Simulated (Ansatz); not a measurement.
GeO₂ (alpha-quartz type, space group P3_121)

```
GeO2
1.0
    5.09349     0.00000     0.00000
   -2.54674     4.41109     0.00000
    0.00000     0.00000     5.76775
Ge O
3 6
Cartesian
  2.32086   0.00000   4.80646
 -1.16043   2.00992   0.96129
  1.38632   2.40117   2.88387
  1.26484   1.31521   4.27886
  3.32206   0.43777   0.43369
  3.05333   2.65810   2.35627
 -1.28191   3.09588   5.33406
  0.50659   1.75299   1.48889
  0.77532   3.97332   3.41147
```

The atoms are displaced by Q × the pattern below (from a DFPT mode at Γ, largest move 1; Q in Å), at fixed cell. It is one choice among 2 degenerate patterns.

```
atom       x       y       z
----  ------  ------  ------
Ge1    0.142   0.000   0.000
Ge2   -0.100  -0.140  -0.056
Ge3   -0.100   0.140   0.056
O4     0.559   0.537   0.474
O5    -0.013  -0.260   0.177
O6    -0.417   0.634  -0.651
O7     0.559  -0.537  -0.474
O8    -0.417  -0.634   0.651
O9    -0.013   0.260  -0.177
```

Computed with PBE (plane waves to 420 eV, PAW, scalar-relativistic; Ansatz, a first-principles code). k mesh 8×8×6 (Γ-centred), Fermi-Dirac smearing 0.05 eV. E stands for the smeared free energy. GeO2 was relaxed with its symmetry unable to fall. ΔE is measured from the undisplaced structure.

```
Q (Å)    ΔE (meV/cell)
-------  -------------
-0.1000       withheld
-0.0833           10.8
-0.0667            6.9
-0.0500            3.8
-0.0333            1.7
-0.0167            0.4
0.0000             0.0
0.0167             0.4
0.0333             1.7
0.0500             3.8
0.0667             6.8
0.0833            10.7
0.1000            15.5
```

### Question
Fit a polynomial form (powers 2, 3, 4) to the given rows and predict ΔE at Q = -0.1000.

### Answer
Least squares on the 12 given rows: ΔE = (1518)·Q² + (-108.2)·Q³ + (4334)·Q⁴, in meV/cell with Q in Å; root-mean-square residual 0.02 meV/cell. At -0.1000 the fit gives 15.7 meV/cell; the calculation gives 15.8 meV/cell, so the extrapolation is off by -0.1 (-0.6 %). The quadratic term alone would give 15.2 meV/cell.

(For displaced atoms, the force is minus the slope of the energy, and its curvature is a force constant, which sets phonon frequencies.)
